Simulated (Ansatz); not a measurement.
# Energy landscape near a Tl structure

Method: Ansatz, DFT PBE, scalar-relativistic, plane waves, PAW.

Cutoff 420 eV; k points 15×15×15 on the computed 1-atom cell (Γ-centred); Gaussian smearing, width 0.10 eV; no spin polarisation.

Reference cell:

```xyz
1
Lattice="-1.9410 1.9410 1.9410 1.9410 -1.9410 1.9410 1.9410 1.9410 -1.9410" Properties=species:S:1:pos:R:3 pbc="T T T"
Tl    0.0000    0.0000    0.0000
```

Each variant moves atoms of this cell by the vectors given, if any (Å), and then applies a symmetric strain (tensor components, Cartesian axes). The reference cell isn't relaxed at this level. Energies are per atom at zero smearing, counted from the lowest variant. Pressure is positive in compression.

1. strain (xx yy zz yz xz xy, %) 2.01 2.01 2.01 -1.00 1.00 1.00
2. strain (xx yy zz yz xz xy, %) -1.71 -1.71 -1.71 -1.00 -1.00 -1.00
3. strain (xx yy zz yz xz xy, %) -2.75 -2.75 -2.75 1.00 -1.00 1.00

Task: Order the variants by energy, lowest first.

Result: 1 (0.0 meV/atom), 2 (46.8 meV/atom), 3 (76.3 meV/atom).

Task: Order them by pressure, highest first.

Result: 3 (6.31 GPa), 2 (4.63 GPa), 1 (0.38 GPa).

Spin–orbit coupling is left out, which can shift energies with elements as heavy as these.

This bcc form isn't the element's structure at ambient conditions.